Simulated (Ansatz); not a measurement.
Relaxation path: diamond Si (100), 2 layers

DFT, PBEsol, PAW with Ansatz's default frozen-core files, scalar-relativistic (Ansatz 0.2.0); a Γ-centred 7×7×1 k mesh, Fermi–Dirac smearing of 0.02 eV, no spin polarisation. The run relaxes the atoms in the fixed cell.

Command: `ansatz run input.yaml --threads 2 --pin off --max-ram 4096MiB --backend cpu --events-out ev --progress --plain --runs-dir out` It took 8.1 s on 2 threads of Intel(R) Xeon(R) Platinum 8488C (Sapphire Rapids), on a shared host, peak memory 0.48 GiB.

```yaml
crystal:
  lattice:
    - [3.8424174388, 0.0, 0.0]
    - [0.0, 3.8424174388, 0.0]
    - [0.0, 0.0, 17.3585]
  atoms:
    - { symbol: Si, position: [0.75, 0.0, 0.460869323] }
    - { symbol: Si, position: [0.25, 0.0, 0.539130677] }
kpoints:
  mp_grid: { grid: [7, 7, 1] }
scf:
  occupations: { method: fermi_dirac, width: 0.02 }
hamiltonian:
  xc: pbesol
  pseudopotentials: { kind: paw }
output:
  forces: true
  stress: true
  eigenvalues: true
  write_density: true
  write_potential: true
  elf: true
  volumetric_format: npy
relax:
  f_tol: 0.01
  max_steps: 40
efield:
  axis: 3
  amplitude: 0
  dipole_correction: true
```

Each step lists its free energy a cell above the last geometry, and Cartesian positions (Å) with forces (eV/Å).

The first step:

```
step 1  dF = 100.65 meV
  Si 2.8818 0.0000 8.0000   0.0000 0.0000 1.1882
  Si 0.9606 0.0000 9.3585   0.0000 0.0000 -1.1882
```

The PAW files were made under PBE. Real surfaces of this kind reconstruct, which a 1×1 cell forbids.

Task: Where does the relaxation end, and by which steps?

Result: After 4 geometries, with a shortest distance of 2.251 Å. The further steps:
```
step 2  dF = 6.33 meV
  Si 2.8818 0.0000 8.0683   0.0000 0.0000 0.2501
  Si 0.9606 0.0000 9.2902   0.0000 0.0000 -0.2501
step 3  dF = 0.68 meV
  Si 2.8818 0.0000 8.0852   0.0000 0.0000 0.0838
  Si 0.9606 0.0000 9.2733   0.0000 0.0000 -0.0838
step 4  dF = 0.00 meV
  Si 2.8818 0.0000 8.0930   0.0000 0.0000 0.0028
  Si 0.9606 0.0000 9.2655   0.0000 0.0000 -0.0028
step 5  dF = 0.00 meV  (same geometry, solved once more)
  Si 2.8818 0.0000 8.0930   0.0000 0.0000 0.0027
  Si 0.9606 0.0000 9.2655   0.0000 0.0000 -0.0027
```
